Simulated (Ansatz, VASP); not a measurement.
## One calculation of PtSe2, two programs

```
Pt Se
1.0
     3.77200    0.00000    0.00000
    -1.88600    3.26665    0.00000
     0.00000    0.00000    4.82337
Pt Se
1 2
Direct
  0.00000 0.00000 0.00000
  0.66667 0.33333 0.73466
  0.33333 0.66667 0.26534
```

Alike in both runs: functional PBE; dispersion D3(BJ); k mesh 15 × 15 × 10; occupations gaussian, width 0.1 eV; no spin polarisation.

Ansatz relaxed the structure, and its values are those at the end. VASP's run is a single point on that final structure, the one shown.

|  | VASP | Ansatz |
| --- | --- | --- |
| version | VASP 6.6.1 | Ansatz 0.2.0 |
| potentials or method | VASP PAW PBE potentials, release 64 (Pt, Se) | scalar-relativistic, plane waves, PAW |
| plane-wave cutoff (eV) | 520 | 420 |
| valence electrons in the cell | 22 | 50 |

|  | VASP | Ansatz | Ansatz less VASP |
| --- | --- | --- | --- |
| gap on the k mesh at the Fermi level (eV) | none | none | - |
| pressure (GPa) | 0.0 | 0.0 | +0.02 |
| rms of the force components (eV/Å) | 0.005 | 0.002 | -0.0029 |

A gap of «none» marks a metal or a gap that the smearing closes. The two sets of potentials don't hold the same shells in valence.

Caveats: pairwise dispersion overbinds metals, which lowers pressure and volume. Spin-orbit coupling is left out, which matters for the levels of Pt.
